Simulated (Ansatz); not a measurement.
Crystal: NiO2.

```
CELL_PARAMETERS angstrom
2.79878 0.00000 0.00000
-1.39939 2.42382 0.00000
0.00000 0.00000 4.61827
ATOMIC_POSITIONS crystal
Ni 0.00000 0.00000 0.50000
O 0.33333 0.66667 0.29396
O 0.66667 0.33333 0.70604
```

The cell comes from a database or a generator and needn't be the stable form of this composition.

Base run:

- Program: Ansatz 0.2.0
- Functional: PBEsol
- Potentials or basis: Ansatz PAW
- Cutoff: 420 eV
- Density cutoff: 1680 eV
- k mesh: 11 × 11 × 6
- Occupations: gaussian, width 0.02 eV
- Spin: collinear spin, ferromagnetic start
- Starting moments: [1.0, 0.0, 0.0] μB

Its results: band gap on the k mesh 0.89 eV, indirect (least direct gap 1.15 eV); pressure -4.6 GPa; net moment 0.00 μB per cell; largest force 0.475 eV/Å.

**Question.** After a change of settings the same cell gave: band gap on the k mesh 1.39 eV, indirect (least direct gap 1.62 eV); pressure -5.4 GPa; net moment 0.00 μB per cell; largest force 0.428 eV/Å. Which change was it?
A. functional from PBEsol to LDA; occupations from gaussian, width 0.02 eV to fermi-dirac, width 0.05 eV
B. occupations from gaussian, width 0.02 eV to fermi-dirac, width 0.05 eV
C. functional from PBEsol to r2SCAN; cutoff from 420 eV to 500 eV; density cutoff from 1680 eV to 2000 eV; occupations from gaussian, width 0.02 eV to fermi-dirac, width 0.05 eV

**Answer.** C.

Caveats: the PAW data sets come from PBE, with cores solved anew for the run's functional, which leaves a small shift of forces and pressure; odd divisions of the mesh miss points on the zone boundary, where band edges often lie, so the gap on the mesh can be too wide (some runs); the magnetic or orbital state may not be the lowest (some runs).

Not every run made on this cell is shown here.
